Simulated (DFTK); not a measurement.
# Rh (Fm-3m) in DFTK: equation of state

How stiff is Rh in PBE, and what volume does it want? The cell is scaled to several volumes.

All numbers are computed with DFTK 0.8.2; they aren't measurements. Logs are shortened: lines on timing, memory, paths and dates and some standing lists are left out, and cuts for length are marked.

**What was measured.**

From “Thermal equation of state of rhodium characterized by XRD in a resistively heated diamond anvil cell”, 2024, pmc:11535440, for a bulk crystal of Rh: bulk modulus 264 ± 1 GPa.

How close the calculation comes is told below.

## (1) The crystal as given

Symmetry: Fm-3m, No. 225, cubic system. The conventional cell has a = 3.796 Å, b = 3.796 Å, c = 3.796 Å, α = 90.00°, β = 90.00°, γ = 90.00°. Around Rh (site symmetry m-3m) lie 12 Rh at 2.68 Å.

## (2) Equation of state, PBE

The input, run.jl:

```julia
using DFTK
using PseudoPotentialData
using Unitful, UnitfulAtomic
using LinearAlgebra, Printf
include("save.jl")
disable_threading()

# lattice vectors are the columns
lattice = austrip(1u"Å") * [           0.0        1.89785        1.89785;
                  1.89785            0.0        1.89785;
                  1.89785        1.89785            0.0]
symbols   = [:Rh]
positions = [[0.0, 0.0, 0.0]]
pseudopotentials = PseudoFamily("dojo.nc.sr.pbe.v0_4_1.standard.upf")
elements = Dict(s => ElementPsp(s, pseudopotentials) for s in unique(symbols))
atoms    = [elements[s] for s in symbols]

build_model(lattice, positions; symmetries=true) =
    model_DFT(lattice, atoms, positions;
              functionals=PBE(),
              temperature=austrip(0.05u"eV"),
              smearing=Smearing.FermiDirac(),
              symmetries)
Ecut  = 44.0  # hartree
kgrid = [12, 12, 12]
tol   = 1e-6
to_GPa = ustrip(uconvert(u"GPa", 1u"hartree/bohr^3"))

results["points"] = []
for scale in [0.94, 0.96, 0.98, 1.0, 1.02, 1.04, 1.06]
    println("\n=== scale = ", scale)
    model = build_model(cbrt(scale) * lattice, positions)
    basis = PlaneWaveBasis(model; Ecut, kgrid)
    t0 = time()
    scfres = self_consistent_field(basis;
                                   tol,
                                   nbandsalg=AdaptiveBands(model; n_bands_converge=13))
    seconds = time() - t0
    @printf "SCF: %d iterations, %.1f s\n" scfres.n_iter seconds
    forces = compute_forces_cart(scfres)
    stress = compute_stresses_cart(scfres)
    @printf "V = %.5f Å^3  F = %.8f Ha  max force = %.5f eV/Å  p = %.4f GPa\n" ustrip(auconvert(u"Å^3", model.unit_cell_volume)) scfres.energies.total ustrip(auconvert(u"eV/Å", maximum(norm, forces))) (-tr(stress) / 3 * to_GPa)
    push!(results["points"], save_scf!(scfres; forces, stress, d=Dict{String,Any}("seconds" => seconds, "n_matvec" => get(scfres, :n_matvec, 0))))
end

# third-order Birch-Murnaghan fit in x = V^(-2/3)
V = [0.94, 0.96, 0.98, 1.0, 1.02, 1.04, 1.06] * abs(det(lattice))
E = [p["total"] for p in results["points"]]
x = V .^ (-2 / 3)
c = [x .^ 0 x x .^ 2 x .^ 3] \ E
Δ = c[3]^2 - 3c[2] * c[4]
if Δ > 0
    x0 = (-c[3] + sqrt(Δ)) / 3c[4]
    B0 = 4 / 9 * x0^(7 / 2) * (2c[3] + 6c[4] * x0)
    @printf "V0 = %.4f Å^3  B0 = %.2f GPa\n" ustrip(auconvert(u"Å^3", x0^(-3 / 2))) B0 * to_GPa
end
```

Potentials or basis: dojo.nc.sr.pbe.v0_4_1.standard.upf (PBE).

On the command line:

```sh
> julia --threads=1 run.jl  # save.jl only writes the numbers to a file and isn't shown; printed stress counts tension as positive; times include loading and compiling
```

The log of the run:

```text
=== scale = 0.94
n     Energy            log10(ΔE)   log10(Δρ)   Diag   Δtime
---   ---------------   ---------   ---------   ----   ------
  1   -117.2545480786                   -0.74    4.4    4.65s
  2   -117.2802312508       -1.59       -1.12    1.1    1.58s
  3   -117.2856365611       -2.27       -1.75    2.5    2.89s
  4   -117.2857514508       -3.94       -2.36    1.0    2.21s
  5   -117.2857621270       -4.97       -2.73    2.1    1.65s
  6   -117.2857627373       -6.21       -3.22    1.1    1.99s
  7   -117.2857630249       -6.54       -3.71    2.0    2.47s
  8   -117.2857630390       -7.85       -4.40    1.5    1.41s
  9   -117.2857630403       -8.91       -4.92    2.3    2.44s
 10   -117.2857630404       -9.99       -5.44    1.9    2.26s
[... 64 further cycles ...]
  3   -117.2888328503       -2.14       -1.67    2.4    3.40s
  4   -117.2890411970       -3.68       -2.24    1.0    3.29s
  5   -117.2890581741       -4.77       -2.58    2.1    3.94s
  6   -117.2890597597       -5.80       -3.07    1.2    3.64s
  7   -117.2890603348       -6.24       -3.50    1.9    3.94s
  8   -117.2890603749       -7.40       -4.12    1.5    2.70s
  9   -117.2890603795       -8.34       -4.67    2.0    3.93s
 10   -117.2890603798       -9.48       -5.21    1.8    3.80s
 11   -117.2890603798      -10.71       -5.70    1.8    3.87s
 12   -117.2890603798      -11.50       -6.26    1.8    3.87s
SCF: 12 iterations, 46.3 s
V = 14.49177 Å^3  F = -117.28906038 Ha  max force = 0.00000 eV/Å  p = -7.4251 GPa
V0 = 14.0554 Å^3  B0 = 258.33 GPa
```

Wall time 8 min (1 thread of AMD EPYC 9R14 (Zen 4), shared host); peak memory 1.7 GiB.

What came out:

| Item | Value |
| --- | --- |
| Equilibrium volume | 14.06 Å³/atom |
| Bulk modulus | 258 GPa |
| Pressure derivative of the bulk modulus | 5.2 |

Energy against volume, from the lowest point:
```
volume (Å³/atom)  energy (meV/atom)
          12.851              99.27
          13.125              56.49
          13.398              26.64
          13.671               8.24
          13.945               0.00
          14.218               0.78
          14.492               9.55
```

PBE usually gives volumes a little too large and moduli too small.

## (3) Single point, PBE, 12.85 Å³/atom (volume scaled by 0.94)

run.jl is that of step 2.

Potentials or basis: dojo.nc.sr.pbe.v0_4_1.standard.upf (PBE).

On the command line:

```sh
> julia --threads=1 run.jl  # one pass of the loop, scale = 0.94; save.jl only writes the numbers to a file and isn't shown; printed stress counts tension as positive; times include loading and compiling
```

It took 27 s on 1 thread of AMD EPYC 9R14 (Zen 4), shared host.

Results (log left out):

- Free energy: -3191.5082 eV
- Pressure: 29.0 GPa
- Band gap on the k mesh: none (metal or under the smearing width)

## (4) Single point, PBE, 13.12 Å³/atom (volume scaled by 0.96)

run.jl is that of step 3.

On the command line:

```sh
> julia --threads=1 run.jl  # one pass of the loop, scale = 0.96; save.jl only writes the numbers to a file and isn't shown; printed stress counts tension as positive; times include loading and compiling
```

Wall time 26 s (1 thread of AMD EPYC 9R14 (Zen 4), shared host).

It converged, with:

* Free energy: -3191.5510 eV
* Pressure: 21.0 GPa
* Band gap on the k mesh: none (metal or under the smearing width)

## (5) Single point, PBE, 13.40 Å³/atom (volume scaled by 0.98)

run.jl is that of step 4.

On the command line:

```sh
> julia --threads=1 run.jl  # one pass of the loop, scale = 0.98; save.jl only writes the numbers to a file and isn't shown; printed stress counts tension as positive; times include loading and compiling
```

It took 45 s on 1 thread of AMD EPYC 9R14 (Zen 4), shared host.

It converged, with:

```yaml
Free_energy: -3191.5808 eV
Pressure: 13.9 GPa
Band_gap_on_the_k_mesh: none (metal or under the smearing width)
```

## (6) Single point, PBE, 13.67 Å³/atom

run.jl is that of step 5.

Potentials or basis: dojo.nc.sr.pbe.v0_4_1.standard.upf (PBE).

On the command line:

```sh
> julia --threads=1 run.jl  # one pass of the loop, scale = 1.0; save.jl only writes the numbers to a file and isn't shown; printed stress counts tension as positive; times include loading and compiling
```

It took 44 s on 1 thread of AMD EPYC 9R14 (Zen 4), shared host.

Results (log left out):

```
Free energy            : -3191.5992 eV
Pressure               : 7.5 GPa
Band gap on the k mesh : none (metal or under the smearing width)
```

## (7) Single point, PBE, 13.94 Å³/atom (volume scaled by 1.02)

run.jl is that of step 6.

On the command line:

```sh
> julia --threads=1 run.jl  # one pass of the loop, scale = 1.02; save.jl only writes the numbers to a file and isn't shown; printed stress counts tension as positive; times include loading and compiling
```

It took 46 s on 1 thread of AMD EPYC 9R14 (Zen 4), shared host.

Results (log left out):

- Free energy: -3191.6075 eV
- Pressure: 1.9 GPa
- Band gap on the k mesh: none (metal or under the smearing width)

## (8) Single point, PBE, 14.22 Å³/atom (volume scaled by 1.04)

run.jl is that of step 7.

On the command line:

```sh
> julia --threads=1 run.jl  # one pass of the loop, scale = 1.04; save.jl only writes the numbers to a file and isn't shown; printed stress counts tension as positive; times include loading and compiling
```

Wall time 47 s (1 thread of AMD EPYC 9R14 (Zen 4), shared host).

Results (log left out):

| Quantity | Value |
| --- | --- |
| Free energy | -3191.6067 eV |
| Pressure | -3.0 GPa |
| Band gap on the k mesh | none (metal or under the smearing width) |

## (9) Single point, PBE, 14.49 Å³/atom (volume scaled by 1.06)

run.jl is that of step 8.

Potentials or basis: dojo.nc.sr.pbe.v0_4_1.standard.upf (PBE).

On the command line:

```sh
> julia --threads=1 run.jl  # one pass of the loop, scale = 1.06; save.jl only writes the numbers to a file and isn't shown; printed stress counts tension as positive; times include loading and compiling
```

Run time: 46 s. Hardware: 1 thread of AMD EPYC 9R14 (Zen 4), shared host.

The run converged. Its results:

```yaml
Free_energy: -3191.5979 eV
Pressure: -7.4 GPa
Band_gap_on_the_k_mesh: none (metal or under the smearing width)
```

## (10) How close it comes

Step 2. A measured bulk modulus of Rh is 264 GPa (quoted in “Thermal equation of state of rhodium characterized by XRD in a resistively heated diamond anvil cell”, 2024, pmc:11535440); the calculated 258 GPa misses it by -2.1 %. The fit is for a static lattice scaled at fixed shape and fixed fractional positions.
